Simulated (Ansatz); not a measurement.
Write the native input for Ansatz 0.2.0 that does the following.

| Item | Value |
| --- | --- |
| Task | relaxation of cell and atoms |
| Functional | r2SCAN |
| Potentials or basis | Ansatz PAW |
| Cutoff | 500 eV (not typed: the program's choice for these potentials) |
| k mesh | 13 × 13 × 13 |
| Occupations | fermi-dirac, width 0.05 eV |
| Spin | no spin polarisation |

Crystal: Cu.

```
Cu
1.0
     0.00000    1.80750    1.80750
     1.80750    0.00000    1.80750
     1.80750    1.80750    0.00000
Cu
1
Direct
  0.00000 0.00000 0.00000
```

The input as run:

input.yaml

```yaml
crystal:
  lattice:
    - [0.0, 1.8075, 1.8075]
    - [1.8075, 0.0, 1.8075]
    - [1.8075, 1.8075, 0.0]
  atoms:
    - { symbol: Cu, position: [0.0, 0.0, 0.0] }
hamiltonian:
  xc: r2scan
  pseudopotentials: { kind: paw }
kpoints:
  mp_grid: { grid: [13, 13, 13] }
scf:
  occupations: { method: fermi_dirac, width: 0.05 }
output:
  forces: true
  stress: true
  write_density: true
  write_potential: true
  elf: true
  volumetric_format: npy
relax:
  f_tol: 0.01
  max_steps: 40
  cell: { stress_tol: 0.05 }
```

Potentials or basis: Ansatz PAW.

The run is started by

```sh
$ ansatz run input.yaml --threads 2 --pin off --max-ram 5120MiB --backend cpu --events-out ev --progress --plain --runs-dir out
```

Results of the run:

```yaml
Relaxed_volume: 11.43 Å³/atom
Relaxed_cell: a = 2.529 Å, b = 2.529 Å, c = 2.529 Å, α = 60.00°, β = 60.00°, γ = 60.00°
Space_group_after_relaxing_to_0.05_Å: Fm-3m (No. 225)
Energy_gained_by_relaxing: 6.0 meV/atom
Ionic_steps: 5
Pressure_after_relaxing: 0.0 GPa
Band_gap_on_the_k_mesh: none (metal or under the smearing width)
```

Caveat: the plane-wave basis is chosen anew once the cell has moved, so the energies of steps on either side of that aren't comparable; the PAW data sets come from PBE, with cores solved anew for the run's functional, which leaves a small shift of forces and pressure.

Wall time 4.5 s on 2 threads of Arm Neoverse V2, with other jobs on the host, peak memory 0.32 GiB.
